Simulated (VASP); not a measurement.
# Mo (Im-3m) in VASP: notebook

One crystal, Mo, is run at these levels: PBE; tasks: relaxation of the atoms.

Program: VASP 6.6.1. These are calculated values, not measurements. Logs are shortened: lines on timing, memory, paths and dates and some standing lists are left out, and cuts for length are marked.

### Step 1. Starting point

It takes space group Im-3m (No. 229, cubic). The conventional cell has a = 3.162 Å, b = 3.162 Å, c = 3.162 Å, α = 90.00°, β = 90.00°, γ = 90.00°. Mo (site symmetry m-3m) has 8 Mo at 2.74 Å as nearest neighbours.

### Step 2. Relaxation of the atoms, PBE

INCAR reads:

```
SYSTEM = Mo
PREC     = Accurate       ! precision mode
ENCUT    = 600            ! plane-wave cutoff, eV
EDIFF    = 1E-7           ! SCF threshold, eV
ISMEAR   = 1              ! smearing method
SIGMA    = 0.1            ! smearing width, eV
LREAL    = .FALSE.        ! projectors in reciprocal space
LASPH    = .TRUE.         ! aspherical terms in the spheres
NELM     = 80             ! most SCF steps
ALGO     = Fast           ! electronic algorithm
ISIF     = 2              ! what is computed and relaxed
LWAVE    = .FALSE.        ! write WAVECAR
LCHARG   = .FALSE.        ! write CHGCAR
GGA      = PE             ! functional
IBRION   = 2              ! ionic algorithm
NSW      = 40             ! ionic steps
EDIFFG   = -0.01          ! ionic threshold
```

KPOINTS reads:

```
regular mesh
0
G
  16 16 16
  0 0 0
```

POSCAR reads:

```
Mo                                      
1.0
   -1.5808923904      1.5808923904      1.5808923904
    1.5808923904     -1.5808923904      1.5808923904
    1.5808923904      1.5808923904     -1.5808923904
  Mo            
     1
Direct
     0.0000000000000000    0.0000000000000000    0.0000000000000000
```

Potentials or basis: VASP PAW PBE potentials, release 64 (Mo_sv).

Launch:

```sh
cat potpaw_PBE.64/Mo_sv/POTCAR > POTCAR
mpirun -np 1 vasp_std > vasp.out
```

OUTCAR:

```text
SYSTEM = Mo
   PREC = Accurate
   ENCUT = 600
   EDIFF = 1E-7
   ISMEAR = 1
   LREAL = .FALSE.
   LASPH = .TRUE.
   NELM = 80
   ISIF = 2
   GGA = PE
   IBRION = 2
   NSW = 40
   EDIFFG = -0.01

 ion  position               nearest neighbor table
   1  0.000  0.000  0.000-

  LATTYP: Found a body centered cubic cell.
 ALAT       =     3.1617847808

  Lattice vectors:

 A1 = (  -1.5808923904,   1.5808923904,   1.5808923904)
 A2 = (   1.5808923904,  -1.5808923904,   1.5808923904)
 A3 = (   1.5808923904,   1.5808923904,  -1.5808923904)

Analysis of symmetry for initial positions (statically):
=====================================================================
 Subroutine PRICEL returns:
 Original cell was already a primitive cell.

 Routine SETGRP: Setting up the symmetry group for a
 body centered cubic supercell.

 Subroutine GETGRP returns: Found 48 space group operations
 (whereof 48 operations were pure point group operations)
 out of a pool of 48 trial point group operations.

The static configuration has the point symmetry O_h .

Analysis of symmetry for dynamics (positions and initial velocities):
=====================================================================
 Subroutine PRICEL returns:
 Original cell was already a primitive cell.

 Routine SETGRP: Setting up the symmetry group for a
 body centered cubic supercell.

 Subroutine GETGRP returns: Found 48 space group operations
 (whereof 48 operations were pure point group operations)
 out of a pool of 48 trial point group operations.

The dynamic configuration has the point symmetry O_h .

 Subroutine INISYM returns: Found 48 space group operations
 (whereof 48 operations are pure point group operations),
 and found     1 'primitive' translations

----------------------------------------------------------------------------------------

                                     Primitive cell

  volume of cell :      15.8040

  direct lattice vectors                    reciprocal lattice vectors
    -1.580892390  1.580892390  1.580892390     0.000000000  0.316277062  0.316277062
     1.580892390 -1.580892390  1.580892390     0.316277062  0.000000000  0.316277062
     1.580892390  1.580892390 -1.580892390     0.316277062  0.316277062  0.000000000

  length of vectors
     2.738185941  2.738185941  2.738185941     0.447283310  0.447283310  0.447283310

  position of ions in fractional coordinates (direct lattice)
     0.000000000  0.000000000  0.000000000
[... 86 lines left out ...]
   PSTRESS=    0.0 pullay stress
   NELECT =      14.0000    total number of electrons
   NUPDOWN=      -1.0000    fix difference up-down
   EMIN   =  10.00;   EMAX   =-10.00  energy-range for DOS
   EFERMI =   0.00;   METHOD = LEGACY
   ISMEAR =     1;   SIGMA  =   0.10  broadening in eV -4-tet -1-fermi 0-gaus
   EFERMI_NEDOS =   21; number of points for ismear=-14 and -15
   IALGO  =     68    algorithm
   IMIX   =      4    mixing-type and parameters
     AMIX     =   0.40;   BMIX     =  1.00
     AMIX_MAG =   1.60;   BMIX_MAG =  1.00
  volume/ion in A,a.u.               =      15.80       106.65
  Fermi-wavevector in a.u.,A,eV,Ry     =   1.572275  2.971169 33.634268  2.472049
  Thomas-Fermi vector in A             =   2.673734
   LORBIT       =      0    0 simple, 1 ext, 2 COOP (PROOUT), +10 PAW based schemes
   GGA     = PE    functional components
   LHFCALC =     F    Hartree Fock is set to
   AEXX    =    0.0000 exact exchange contribution
   IVDW    =     0    specifies the selected vdW correction
   LEPSILON=     F    determine dielectric tensor
   LRPA    =     F    only Hartree local field effects (RPA)
 conjugate gradient relaxation of ions
 non-spin polarized calculation
 RMM-DIIS sequential band-by-band and
 Methfessel and Paxton  Order N= 1 SIGMA  =   0.10
  energy-cutoff  :      600.00
  volume of cell :       15.80
 maximum number of plane-waves:       543
 NGX is ok and might be reduce to    24
   NGX = 11   NGY = 11   NGZ = 11

 number of electron      14.0000002 magnetization

 Free energy of the ion-electron system (eV)
  ---------------------------------------------------
  ext. energy  EPLUGINS =         0.00000000
  ---------------------------------------------------
  free energy    TOTEN  =       -10.94035630 eV

  energy without entropy =      -10.94096783  energy(sigma->0) =      -10.94056014

 E-fermi :  12.4217     XC(G=0): -13.3272

 val. band max:       12.4077387915   @ k =  -0.1875   0.1875   0.0625
 cond. band min:      12.4672479121   @ k =   0.1875   0.0000   0.0000
 fundamental gap:      0.0595091207
 Fermi energy:        12.4216889017

 k-point     1 :       0.0000    0.0000    0.0000
  band No.  band energies     occupation
      1     -48.8536      2.00000
      2     -22.1458      2.00000
      3     -22.1458      2.00000
      4     -22.1458      2.00000
      5       5.2187      2.00000
      6      11.0795      2.00000
      7      11.0795      2.00000
      8      11.0795      2.00000
      9      14.0640     -0.00000
     10      14.0640     -0.00000
     11      27.2327      0.00000
[... 309 lines left out ...]
 k-point    24 :       0.2500    0.1875    0.0000
  band No.  band energies     occupation
      1     -48.6300      2.00000
      2     -23.2069      2.00000
      3     -22.5851      2.00000
      4     -22.2628      2.00000
      5       8.2845      2.00000
      6       9.5464      2.00000
      7      10.6232      2.00000
      8      13.5015     -0.00000
      9      14.8055      0.00000
     10      16.9788      0.00000
     11      25.5441      0.00000

 [... further k-points ...]

------------------------ aborting loop because EDIFF is reached ----------------------------------------

  FORCE on cell =-STRESS in cart. coord.  units (eV):
  Direction    XX          YY          ZZ          XY          YZ          ZX
  --------------------------------------------------------------------------------------
  -------------------------------------------------------------------------------------
  Total       -0.0042138     -0.0042138     -0.0042138     -0.0000000      0.0000000      0.0000000
  in kB       -0.4271881     -0.4271881     -0.4271881     -0.0000000      0.0000000      0.0000000
  external PRESSURE =      -0.4271881 kB  Pullay stress =       0.0000000 kB

 VOLUME and BASIS-vectors are now :
 -----------------------------------------------------------------------------
  energy-cutoff  :      600.00
  volume of cell :       15.80
      direct lattice vectors                 reciprocal lattice vectors
    -1.580892390  1.580892390  1.580892390     0.000000000  0.316277062  0.316277062
     1.580892390 -1.580892390  1.580892390     0.316277062  0.000000000  0.316277062
     1.580892390  1.580892390 -1.580892390     0.316277062  0.316277062  0.000000000

 POSITION                                       TOTAL-FORCE (eV/Angst)
 -----------------------------------------------------------------------------------
      0.00000      0.00000      0.00000         0.000000      0.000000      0.000000
 -----------------------------------------------------------------------------------
    total drift:                               -0.000000      0.000000      0.000000

  FREE ENERGIE OF THE ION-ELECTRON SYSTEM (eV)
  ---------------------------------------------------
  free  energy   TOTEN  =       -10.9403562996 eV

  energy  without entropy=      -10.9409678327  energy(sigma->0) =      -10.94056014

 reached required accuracy - stopping structural energy minimisation
```

CONTCAR:

```text
Mo
   1.00000000000000
    -1.5808923904000001    1.5808923904000001    1.5808923904000001
     1.5808923904000001   -1.5808923904000001    1.5808923904000001
     1.5808923904000001    1.5808923904000001   -1.5808923904000001
  Mo
     1
Direct
     0.0000000000000000    0.0000000000000000    0.0000000000000000

  0.00000000E+00  0.00000000E+00  0.00000000E+00
```

It took 26 s on 1 thread of AMD EPYC 7R13 (Zen 3), shared host; peak memory 0.13 GiB.

What came out:

| Property | Result |
| --- | --- |
| Free energy | -10.9404 eV |
| Pressure after relaxing | 0.0 GPa |
| Band gap on the k mesh | none (metal or under the smearing width) |

Final structure:
```
Mo
1.0
    -1.58089    1.58089    1.58089
     1.58089   -1.58089    1.58089
     1.58089    1.58089   -1.58089
Mo
1
Direct
  0.00000 0.00000 0.00000
```

Caveat: the relaxation stopped at its first step, so nothing moved.

### Step 3. Relaxation of the atoms, PBE (a relaxed cell with its volume scaled by 1.02)

INCAR is that of step 2.

KPOINTS is that of step 2.

POSCAR reads:

```
Mo                                      
1.0
   -1.5913621815      1.5913621815      1.5913621815
    1.5913621815     -1.5913621815      1.5913621815
    1.5913621815      1.5913621815     -1.5913621815
  Mo            
     1
Direct
     0.0000000000000000    0.0000000000000000    0.0000000000000000
```

Potentials or basis: VASP PAW PBE potentials, release 64 (Mo_sv).

Launch:

```sh
cat potpaw_PBE.64/Mo_sv/POTCAR > POTCAR
mpirun -np 1 vasp_std > vasp.out
```

Wall time 27 s (1 thread of AMD EPYC 7R13 (Zen 3), shared host); peak memory 0.13 GiB.

Results (log left out):

```
Free energy             : -10.9356 eV
Pressure after relaxing : -5.0 GPa
Band gap on the k mesh  : none (metal or under the smearing width)
```

Final structure:
```cif
data_structure
_symmetry_space_group_name_H-M 'P 1'
_symmetry_Int_Tables_number 1
_cell_length_a 2.7563
_cell_length_b 2.7563
_cell_length_c 2.7563
_cell_angle_alpha 109.471
_cell_angle_beta 109.471
_cell_angle_gamma 109.471
_cell_volume 16.12
loop_
_atom_site_label
_atom_site_type_symbol
_atom_site_fract_x
_atom_site_fract_y
_atom_site_fract_z
_atom_site_occupancy
Mo1 Mo 0.00000 0.00000 0.00000 1
```

Levels at points of the mesh, in eV from the Fermi level:
```tsv
k point	band 5	band 6	band 7	band 8	band 9	band 10
(0.00, 0.00, 0.00)	-7.13	-1.30	-1.30	-1.30	1.62	1.62
(0.50, 0.00, 0.00)	-5.13	-3.25	1.52	1.63	2.23	4.54
(0.50, 0.50, 0.50)	-5.20	-5.20	3.82	3.82	3.82	8.84
```

Caveat: the relaxation stopped at its first step, so nothing moved.

### Step 4. Relaxation of the atoms, PBE (a relaxed cell with its volume scaled by 1.04)

INCAR is that of step 3.

KPOINTS is that of step 3.

POSCAR reads:

```
Mo                                      
1.0
   -1.6016959918      1.6016959918      1.6016959918
    1.6016959918     -1.6016959918      1.6016959918
    1.6016959918      1.6016959918     -1.6016959918
  Mo            
     1
Direct
     0.0000000000000000    0.0000000000000000    0.0000000000000000
```

Launch:

```sh
cat potpaw_PBE.64/Mo_sv/POTCAR > POTCAR
mpirun -np 1 vasp_std > vasp.out
```

Wall time 27 s (1 thread of AMD EPYC 7R13 (Zen 3), shared host); peak memory 0.13 GiB.

Results (log left out):

- Free energy: -10.9216 eV
- Pressure after relaxing: -9.5 GPa
- Band gap on the k mesh: none (metal or under the smearing width)

Final structure:
```cif
data_structure
_symmetry_space_group_name_H-M 'P 1'
_symmetry_Int_Tables_number 1
_cell_length_a 2.7742
_cell_length_b 2.7742
_cell_length_c 2.7742
_cell_angle_alpha 109.471
_cell_angle_beta 109.471
_cell_angle_gamma 109.471
_cell_volume 16.44
loop_
_atom_site_label
_atom_site_type_symbol
_atom_site_fract_x
_atom_site_fract_y
_atom_site_fract_z
_atom_site_occupancy
Mo1 Mo 0.00000 0.00000 0.00000 1
```

Levels at points of the mesh, in eV from the Fermi level:
```
           k point  band 4  band 5  band 6  band 7  band 8  band 9  band 10  band 11
(0.00, 0.00, 0.00)  -34.63   -7.05   -1.25   -1.25   -1.25    1.59     1.59    14.76
(0.50, 0.00, 0.00)  -34.64   -5.01   -3.15    1.47    1.59    2.18     4.42    10.93
(0.50, 0.50, 0.50)  -35.46   -5.05   -5.05    3.72    3.72    3.72     8.70     8.70
```

Caveat: the relaxation stopped at its first step, so nothing moved.

### Step 5. Summary

```csv
cell,gap on the mesh (eV),pressure (GPa)
atoms relaxed,none,0.0
atoms relaxed from: a relaxed cell with its volume scaled by 1.02,none,-5.0
atoms relaxed from: a relaxed cell with its volume scaled by 1.04,none,-9.5
```

Alike in all rows: task relaxation of the atoms; level PBE; potentials or basis VASP PAW PBE potentials, release 64 (Mo_sv); no spin polarisation; k mesh 16 × 16 × 16; cutoff (eV) 600; smearing methfessel-paxton 0.1 eV.

Caveats: the relaxation stopped at its first step, so nothing moved.

Absolute energies hang on the potentials; compare differences alone.
